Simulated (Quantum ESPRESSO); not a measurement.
Crystal: Br.

```
Br
1.0
    -1.28677    1.72000    3.57799
     1.28677   -1.72000    3.57799
     1.28677    1.72000   -3.57799
Br
1
Direct
  0.00000 0.00000 0.00000
```

```yaml
Program: Quantum ESPRESSO 7.5
Task: single point
Functional: PBE
Potentials_or_basis: SSSP 1.3 efficiency PBE
Cutoff: 748 eV
Density_cutoff: 5987 eV
k_mesh: 13 × 13 × 13
Occupations: fermi-dirac, width 0.05 eV
Spin: no spin polarisation
```

On this cell: pressure 1.2 GPa; band gap on the k mesh none (metal or under the smearing width).

The same run follows on a disturbed copy (cell strained at random at fixed volume):

```
Br
1.0
    -1.29089    1.68969    3.57066
     1.27938   -1.74206    3.59169
     1.29557    1.74556   -3.59583
Br
1
Direct
  0.99744 0.98278 0.98644
```

Problem. What changes?

Solution. The energy (extrapolated to zero smearing) moves by +0.0 meV/atom; pressure 1.2 GPa; band gap on the k mesh none (metal or under the smearing width).

Stress tensor (GPa, compression positive):
```
 1.10 -0.02  0.01
-0.02  1.22  0.04
 0.01  0.04  1.15
```

Caveats: an odd number of electrons without spin polarisation forces a metal; a magnetic or distorted state may lie lower.
